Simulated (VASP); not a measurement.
# Br (Cmce) in VASP: equation of state

How stiff is Br in PBEsol, and what volume does it want? The cell is scaled to several volumes.

Program: VASP 6.6.1. These are calculated values, not measurements. Logs are shortened: lines on timing, memory, paths and dates and some standing lists are left out, and cuts for length are marked.

## (1) The crystal as given

The structure is orthorhombic, space group Cmce (No. 64). Conventional cell: a = 6.726 Å, b = 4.645 Å, c = 8.702 Å, α = 90.00°, β = 90.00°, γ = 90.00°. Around Br (site symmetry m) lie 1 Br at 2.29 Å.

## (2) Equation of state, PBEsol, 31.95 Å³/atom (volume scaled by 0.94)

The input, INCAR:

```
PREC = Accurate
ENCUT = 520
EDIFF = 1E-7
ISMEAR = -1
SIGMA = 0.05
LREAL = False
LASPH = True
NELM = 80
ALGO = Normal
ISIF = 2
LWAVE = False
LCHARG = False
GGA = PS
NBANDS = 22
```

The input, KPOINTS:

```
Automatic mesh
0
Gamma
  7 7 3
```

The input, POSCAR:

```
Br
1.0
    3.2945929801     -2.2751377168      0.0000000000
    3.2945929801      2.2751377168      0.0000000000
    0.0000000000      0.0000000000      8.5246521939
Br
4
Direct
    0.3651000000      0.6349000000      0.3901000000
    0.1349000000      0.8651000000      0.8901000000
    0.6349000000      0.3651000000      0.6099000000
    0.8651000000      0.1349000000      0.1099000000
```

Potentials or basis: VASP PAW PBE potentials, release 64 (Br).

Run with:

```bash
$ cat potpaw_PBE.64/Br/POTCAR > POTCAR
$ mpirun -np 1 vasp_std > vasp.out
```

OUTCAR:

```text
PREC = Accurate
   ENCUT = 520
   EDIFF = 1E-7
   ISMEAR = -1
   LREAL = False
   LASPH = True
   NELM = 80
   ISIF = 2
   GGA = PS

 Found     32 irreducible k-points:

 Following reciprocal coordinates:
            Coordinates               Weight
  0.000000  0.000000  0.000000      1.000000
  0.142857  0.000000  0.000000      4.000000
  0.285714  0.000000  0.000000      4.000000
  0.428571  0.000000  0.000000      4.000000
  0.142857  0.142857  0.000000      2.000000
  0.285714  0.142857  0.000000      4.000000
   k-points           NKPTS =     32   k-points in BZ     NKDIM =     32   number of bands    NBANDS=     22
   number of dos      NEDOS =    301   number of ions     NIONS =      4
   total plane-waves  NPLWV =  57600
   dimension x,y,z NGX =    30 NGY =   30 NGZ =   64
   dimension x,y,z NGXF=    60 NGYF=   60 NGZF=  128
   ions per type =               4
   NGX,Y,Z   is equivalent  to a cutoff of  12.46, 12.46, 12.48 a.u.
   NGXF,Y,Z  is equivalent  to a cutoff of  24.91, 24.91, 24.96 a.u.
 SYSTEM =  unknown system
   PREC   = accura    normal or accurate (medium, high low for compatibility)
   ISTART =      0    job   : 0-new  1-cont  2-samecut
   ICHARG =      2    charge: 1-file 2-atom 10-const
   ISPIN  =      1    spin polarized calculation?
   LNONCOLLINEAR =      F non collinear calculations
   LSORBIT =      F    spin-orbit coupling
   LASPH  =      T    aspherical Exc in radial PAW
   ENCUT  =  520.0 eV  38.22 Ry    6.18 a.u.   7.44  7.44 15.85*2*pi/ulx,y,z
   NELM   =     80;   NELMIN=  2; NELMDL= -5     # of ELM steps
   EDIFF  = 0.1E-06   stopping-criterion for ELM
   LREAL  =      F    real-space projection
   EDIFFG = 0.1E-05   stopping-criterion for IOM
   NSW    =      0    number of steps for IOM
   IBRION =     -1    ionic relax: 0-MD 1-quasi-New 2-CG
   NFREE  =      0    steps in history (QN), initial steepest desc. (CG)
   ISIF   =      2    stress and relaxation
   ISYM   =      2    0-nonsym 1-usesym 2-fastsym
   POTIM  = 0.5000    time-step for ionic-motion
   TEBEG  =    0.0;   TEEND  =   0.0 temperature during run
   PSTRESS=    0.0 pullay stress
   NELECT =      28.0000    total number of electrons
   NUPDOWN=      -1.0000    fix difference up-down
   EMIN   =  10.00;   EMAX   =-10.00  energy-range for DOS
   EFERMI =   0.00;   METHOD = LEGACY
   ISMEAR =    -1;   SIGMA  =   0.05  broadening in eV -4-tet -1-fermi 0-gaus
   EFERMI_NEDOS =   21; number of points for ismear=-14 and -15
   IALGO  =     38    algorithm
   IMIX   =      4    mixing-type and parameters
     AMIX     =   0.40;   BMIX     =  1.00
     AMIX_MAG =   1.60;   BMIX_MAG =  1.00
  volume/ion in A,a.u.               =      31.95       215.60
  Fermi-wavevector in a.u.,A,eV,Ry     =   0.986936  1.865038 13.252643  0.974042
  Thomas-Fermi vector in A             =   2.118353
   LORBIT       =      0    0 simple, 1 ext, 2 COOP (PROOUT), +10 PAW based schemes
   GGA     = PS    functional components
   LHFCALC =     F    Hartree Fock is set to
   AEXX    =    0.0000 exact exchange contribution
   IVDW    =     0    specifies the selected vdW correction
   LEPSILON=     F    determine dielectric tensor
   LRPA    =     F    only Hartree local field effects (RPA)
 non-spin polarized calculation
  energy-cutoff  :      520.00
  volume of cell :      127.80
 maximum number of plane-waves:      3465
 NGX is ok and might be reduce to    30
   NGX = 15   NGY = 15   NGZ = 31

 number of electron      27.9999988 magnetization

 Free energy of the ion-electron system (eV)
  ---------------------------------------------------
  ext. energy  EPLUGINS =         0.00000000
  ---------------------------------------------------
  free energy    TOTEN  =        -7.09814581 eV

  energy without entropy =       -7.09814580  energy(sigma->0) =       -7.09814581

 E-fermi :   1.1208     XC(G=0):  -8.3322

 val. band max:        0.0747620281   @ k =  -0.4286   0.4286   0.0000
 cond. band min:       2.1087020779   @ k =   0.1429   0.0000   0.0000
 fundamental gap:      2.0339400498
 Fermi energy:         1.1207897719

 k-point     1 :       0.0000    0.0000    0.0000
  band No.  band energies     occupation
      1     -16.2439      2.00000
      2     -15.8891      2.00000
      3     -13.1266      2.00000
      4     -12.3170      2.00000
      5      -5.1694      2.00000
      6      -3.9953      2.00000
      7      -2.2711      2.00000
      8      -2.2632      2.00000
      9      -1.7319      2.00000
     10      -1.6911      2.00000
     11      -0.9631      2.00000
     12      -0.3163      2.00000
     13       0.0035      2.00000
     14       0.0637      2.00000
     15       2.1180      0.00000
     16       2.9170      0.00000
     17       5.9190      0.00000
     18       6.4913      0.00000
     19       7.1527      0.00000
     20       8.8568      0.00000
     21       9.1156      0.00000
     22       9.1666      0.00000

 k-point     2 :       0.1429    0.0000    0.0000
  band No.  band energies     occupation
      1     -16.1955      2.00000
      2     -15.8719      2.00000
      3     -13.0872      2.00000
      4     -12.3619      2.00000
      5      -5.1728      2.00000
      6      -4.1002      2.00000
      7      -2.5611      2.00000
      8      -2.4641      2.00000
      9      -1.8842      2.00000
     10      -1.8558      2.00000
     11      -0.7151      2.00000
     12      -0.2082      2.00000
     13      -0.0780      2.00000
     14      -0.0149      2.00000
     15       2.1087      0.00000
     16       2.8531      0.00000
     17       6.4036      0.00000
     18       6.7863      0.00000
     19       7.5952      0.00000
     20       8.7644      0.00000
     21       8.7720      0.00000
     22       9.2624      0.00000

 k-point     3 :       0.2857    0.0000    0.0000
  band No.  band energies     occupation
      1     -16.0730      2.00000
      2     -15.8426      2.00000
      3     -12.9802      2.00000
      4     -12.4854      2.00000
      5      -5.1789      2.00000
      6      -4.4301      2.00000
      7      -2.9765      2.00000
      8      -2.8030      2.00000
      9      -2.0639      2.00000
     10      -2.0183      2.00000
     11      -0.5887      2.00000
     12      -0.4424      2.00000
     13      -0.2262      2.00000
     14      -0.0747      2.00000
     15       2.3750      0.00000
     16       2.8259      0.00000
     17       7.1097      0.00000
     18       7.2224      0.00000
     19       8.2117      0.00000
     20       8.3497      0.00000
     21       9.0673      0.00000
     22       9.8589      0.00000

 k-point     4 :       0.4286    0.0000    0.0000
  band No.  band energies     occupation
      1     -15.9366      2.00000
      2     -15.8523      2.00000
      3     -12.8289      2.00000
      4     -12.6548      2.00000
      5      -5.1107      2.00000
      6      -4.8481      2.00000
      7      -3.1141      2.00000
      8      -3.0309      2.00000
      9      -2.1092      2.00000
     10      -2.0846      2.00000
     11      -0.7899      2.00000
     12      -0.7833      2.00000
     13      -0.2101      2.00000
     14      -0.1426      2.00000
     15       2.7442      0.00000
     16       2.8734      0.00000
     17       6.9713      0.00000
     18       6.9748      0.00000
     19       8.9847      0.00000
     20       9.3741      0.00000
     21       9.5228      0.00000
     22      10.8583      0.00000

 k-point     5 :       0.1429    0.1429    0.0000
  band No.  band energies     occupation
      1     -16.1948      2.00000
      2     -15.8545      2.00000
      3     -13.0854      2.00000
      4     -12.3190      2.00000
      5      -5.1337      2.00000
      6      -4.0511      2.00000
      7      -2.3729      2.00000
      8      -2.3696      2.00000
      9      -2.2447      2.00000
     10      -2.1173      2.00000
     11      -0.8595      2.00000
     12      -0.3059      2.00000
     13      -0.1812      2.00000
     14       0.0140      2.00000
     15       2.1674      0.00000
     16       2.8430      0.00000
     17       6.6738      0.00000
     18       6.9085      0.00000
     19       7.3309      0.00000
     20       8.8244      0.00000
     21       9.3910      0.00000
     22       9.4041      0.00000

 k-point     6 :       0.2857    0.1429    0.0000
  band No.  band energies     occupation
      1     -16.1119      2.00000
      2     -15.8166      2.00000
      3     -13.0164      2.00000
      4     -12.3704      2.00000
      5      -5.1151      2.00000
      6      -4.2059      2.00000
      7      -2.8793      2.00000
      8      -2.8211      2.00000
      9      -2.3797      2.00000
     10      -2.1384      2.00000
     11      -0.7633      2.00000
     12      -0.4853      2.00000
     13      -0.2216      2.00000
     14      -0.0392      2.00000
     15       2.2018      0.00000
     16       2.7378      0.00000
     17       7.4437      0.00000
     18       7.4547      0.00000
     19       7.7427      0.00000
     20       8.4160      0.00000
     21       8.7854      0.00000
     22       9.6602      0.00000

 [... further k-points ...]
[... 5 lines left out ...]
  --------------------------------------------------------------------------------------
  -------------------------------------------------------------------------------------
  Total        0.2392354      1.0825927      3.8002087      0.0000000      0.0000000      0.0000000
  in kB        2.9992996     13.5724912     47.6433073      0.0000000      0.0000000      0.0000000
  external PRESSURE =      21.4050327 kB  Pullay stress =       0.0000000 kB

 VOLUME and BASIS-vectors are now :
 -----------------------------------------------------------------------------
  energy-cutoff  :      520.00
  volume of cell :      127.80
      direct lattice vectors                 reciprocal lattice vectors
     3.294592980 -2.275137717  0.000000000     0.151763815 -0.219766916  0.000000000
     3.294592980  2.275137717  0.000000000     0.151763815  0.219766916  0.000000000
     0.000000000  0.000000000  8.524652194     0.000000000  0.000000000  0.117306839

 POSITION                                       TOTAL-FORCE (eV/Angst)
 -----------------------------------------------------------------------------------
      3.29459      0.61383      3.32547         0.000000      0.785569     -1.313478
      3.29459      1.66131      7.58779         0.000000     -0.785569     -1.313478
      3.29459     -0.61383      5.19919         0.000000     -0.785569      1.313478
      3.29459     -1.66131      0.93686         0.000000      0.785569      1.313478
 -----------------------------------------------------------------------------------
    total drift:                               -0.000000      0.000000      0.000000

  FREE ENERGIE OF THE ION-ELECTRON SYSTEM (eV)
  ---------------------------------------------------
  free  energy   TOTEN  =        -7.0981458059 eV

  energy  without entropy=       -7.0981458049  energy(sigma->0) =       -7.09814581
```

It took 53 s on 1 thread of Intel Xeon 6975P-C (Granite Rapids), shared host; peak memory 0.25 GiB.

What came out:

```yaml
Free_energy: -7.0981 eV
Pressure: 2.1 GPa
Largest_force: 1.530 eV/Å
Band_gap_on_the_k_mesh: 2.03 eV, indirect (least direct gap 2.05 eV)
```

Caveat: the PAW data sets were made with another functional, which shifts forces and pressure a little; an odd mesh through Γ misses points on the zone boundary, where band edges often lie.

## (3) Equation of state, PBEsol, 32.63 Å³/atom (volume scaled by 0.96)

INCAR is that of step 2.

KPOINTS is that of step 2.

The input, POSCAR:

```
Br
1.0
    3.3177951036     -2.2911603413      0.0000000000
    3.3177951036      2.2911603413      0.0000000000
    0.0000000000      0.0000000000      8.5846869338
Br
4
Direct
    0.3651000000      0.6349000000      0.3901000000
    0.1349000000      0.8651000000      0.8901000000
    0.6349000000      0.3651000000      0.6099000000
    0.8651000000      0.1349000000      0.1099000000
```

Potentials or basis: VASP PAW PBE potentials, release 64 (Br).

Run with:

```bash
$ cat potpaw_PBE.64/Br/POTCAR > POTCAR
$ mpirun -np 1 vasp_std > vasp.out
```

Run time: 56 s. Hardware: 1 thread of Intel Xeon 6975P-C (Granite Rapids), shared host; peak memory 0.25 GiB.

Results (log left out):

```
Free energy            : -7.1282 eV
Pressure               : 1.4 GPa
Largest force          : 1.250 eV/Å
Band gap on the k mesh : 1.97 eV, indirect (least direct gap 1.99 eV)
```

Caveat: the PAW data sets were made with another functional, which shifts forces and pressure a little; an odd mesh through Γ misses points on the zone boundary, where band edges often lie.

(Part 1 of 2 ends here.)
